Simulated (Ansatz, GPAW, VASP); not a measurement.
**One calculation of Ni, 3 ways**

```
CELL_PARAMETERS angstrom
0.00000 1.73757 1.73757
1.73757 0.00000 1.73757
1.73757 1.73757 0.00000
ATOMIC_POSITIONS crystal
Ni 0.00000 0.00000 0.00000
```

Alike in all runs: task single point; functional PBE; k mesh 13 × 13 × 13; occupations gaussian, width 0.022 eV; collinear spin, ferromagnetic start; no spin-orbit coupling. Pressure is positive in compression and, in plane waves, holds the error of the finite cutoff.

```
                        program and potentials  plane-wave cutoff (eV)                                                                                 notes  pressure (GPa)  net moment per atom (μB)
                VASP, PBE PAW files Ni, 520 eV                     520                                               10 valence electrons an atom on average            7.53                      0.62
    GPAW, GPAW PAW data sets (gpaw-data 1.2.1)                     600  16 valence electrons an atom on average; this data set often lies off other programs           10.46                      0.64
Ansatz, all-electron LAPW, scalar-relativistic                       -                                                                                     -            7.98                      0.64
```

The pressure spans 7.53 (VASP, PBE PAW files Ni, 520 eV) to 10.46 GPa (GPAW, GPAW PAW data sets (gpaw-data 1.2.1)), with all-electron results at 7.98. The net moment per atom spans 0.62 (VASP, PBE PAW files Ni, 520 eV) to 0.64 μB (GPAW, GPAW PAW data sets (gpaw-data 1.2.1)), with all-electron results at 0.64. The state is the one that the start led to, which needn't be the lowest.

Differences between rows come from potentials, basis sets and numerical settings, since the functional is the same but for its coding. Runs on potential files found faulty are left out.
